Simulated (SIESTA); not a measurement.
Runs of SIESTA 5.4.2 on C. Symmetry: P6_3/mmc, No. 194, hexagonal system. The conventional cell has a = 2.522 Å, b = 2.522 Å, c = 8.237 Å, α = 90.00°, β = 90.00°, γ = 120.00°. C (site symmetry 3m) is surrounded by 4 C at 1.54 Å. Around C (site symmetry 3m) lie 4 C at 1.54 Å. This is a hexagonal form of diamond, not graphite.

```tsv
task	level	potentials or basis	cell	energy shift	gap on the mesh (eV)	pressure (GPa)	largest force (eV/Å)
single point	PBE	PseudoDojo 0.4 standard (PBE files), DZP (energy shift 0.003 Ry)	as given	0.003 Ry	(c)	10.8	0.33
band structure	BLYP	PseudoDojo 0.4 standard (PBE files), DZP (energy shift 0.003 Ry)	as given	0.003 Ry	4.81	25.3	0.33
band structure	PBEsol	PseudoDojo 0.4 standard (PBEsol files), DZP (energy shift 0.003 Ry)	as given	0.003 Ry	4.41	(b)	0.34
band structure	PBE	PseudoDojo 0.4 standard (PBE files), TZP (energy shift 0.01 Ry)	as given	0.01 Ry	(a)	8.5	0.33
single point	PBE	PseudoDojo 0.4 standard (PBE files), DZP (energy shift 0.003 Ry)	atoms moved at random, drawn with an rms of 0.05 Å	0.003 Ry	3.83	13.1	4.19
band structure	AM05	PseudoDojo 0.4 standard (PBEsol files), DZP (energy shift 0.003 Ry)	as given	0.003 Ry	4.41	4.0	0.34
```

Alike in all rows: no spin polarisation; k mesh 12 × 12 × 4; smearing fermi-dirac 0.05 eV; grid cutoff 500 Ry.

Task: Fill in the values left out.

Result: (a) 4.55; (b) 5.6; (c) 4.56.

Caveats: the basis of atomic orbitals isn't converged, which shifts pressures, moduli and gaps; the potentials were made for another functional, which shifts forces and pressure (some runs); so large a pressure means that the cell lies far from this level's equilibrium, or that cutoff or potentials fall short (some runs).

A k mesh can miss the band edges.
